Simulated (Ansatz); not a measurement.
**NaF, response to strain**

Base system: NaF in the rock salt structure (space group Fm-3m, No. 225; a = 4.629 Å). Axes: x, y, z lie along the cube axes.

Strains are applied to the cell and any free atomic positions relax; under biaxial strain the out-of-plane vector relaxes too.

Calculations: DFT with PBEsol, PAW potentials and a 420 eV plane-wave cutoff in Ansatz (a quantum-chemistry and plane-wave program), spin-orbit coupling left out.

```json
[
 {"biaxial strain, plane normal [111], relaxed out of plane (%)": "-2.5", "band gap (eV)": "6.32"},
 {"biaxial strain, plane normal [111], relaxed out of plane (%)": "-2.08", "band gap (eV)": "?"},
 {"biaxial strain, plane normal [111], relaxed out of plane (%)": "-1.67", "band gap (eV)": "6.28"},
 {"biaxial strain, plane normal [111], relaxed out of plane (%)": "-0.83", "band gap (eV)": "6.24"},
 {"biaxial strain, plane normal [111], relaxed out of plane (%)": "-0.42", "band gap (eV)": "6.22"},
 {"biaxial strain, plane normal [111], relaxed out of plane (%)": "0", "band gap (eV)": "6.20"}
]
```

Task: Fit E_g = E₀ + Dε (ε in %) to the rows shown and predict the withheld row.

Result: Least squares on the printed values gives E₀ = 6.20 eV, D = -48.0 meV per % of strain (largest residual 0.00 eV); this predicts 6.30 eV, and the run gives 6.30 eV, in agreement.

Stability against distortions was not tested.
